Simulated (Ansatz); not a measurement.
HgTe (Coloradoite):

```
Hg Te
1.0
     0.00000    3.21450    3.21450
     3.21450    0.00000    3.21450
     3.21450    3.21450    0.00000
Hg Te
1 1
Direct
  0.00000 0.00000 0.00000
  0.75000 0.75000 0.75000
```

| Item | Value |
| --- | --- |
| Program | Ansatz 0.2.0 |
| Task | relaxation of cell and atoms |
| Functional | HF |
| Potentials or basis | Ansatz PAW |
| Cutoff | 420 eV (not typed: the program's choice for these potentials) |
| k mesh | 4 × 4 × 4 |
| Occupations | fermi-dirac, width 0.05 eV |
| Spin | no spin polarisation |

At the start: volume 33.22 Å³/atom.

Problem. How do energy, volume and symmetry change on relaxing?

Solution. It ends after 6 steps and the volume is 38.07 Å³/atom (+14.6 %); space group F-43m (No. 216, to 0.05 Å).

The path:
| step | energy change (eV) | largest force (eV/Å) | volume (Å³) |
| --- | --- | --- | --- |
| 1 | 0.0000 | 0.0000 | 66.43 |
| 2 | -0.1777 | 0.0000 | 76.63 |
| 3 | -0.1784 | 0.0000 | 76.33 |
| 4 | -0.1968 | 0.0000 | 76.33 |
| 5 | -0.1972 | 0.0000 | 76.15 |
| 6 | -0.1967 | 0.0000 | 76.15 |

Final structure:
```
CELL_PARAMETERS angstrom
0.00000 3.36413 3.36413
3.36413 0.00000 3.36413
3.36413 3.36413 0.00000
ATOMIC_POSITIONS crystal
Hg 0.00000 0.00000 0.00000
Te 0.75000 0.75000 0.75000
```

Caveat: the k mesh is coarse (spacing up to 0.42 Å⁻¹), so the values aren't converged, least of all with exact exchange; the plane-wave basis is chosen anew once the cell has moved, so the energies of steps on either side of that aren't comparable; the volume moved by +15 % from the deposited cell, more than functionals usually miss; the PAW data sets come from PBE, with cores solved anew for the run's functional, which leaves a small shift of forces and pressure.
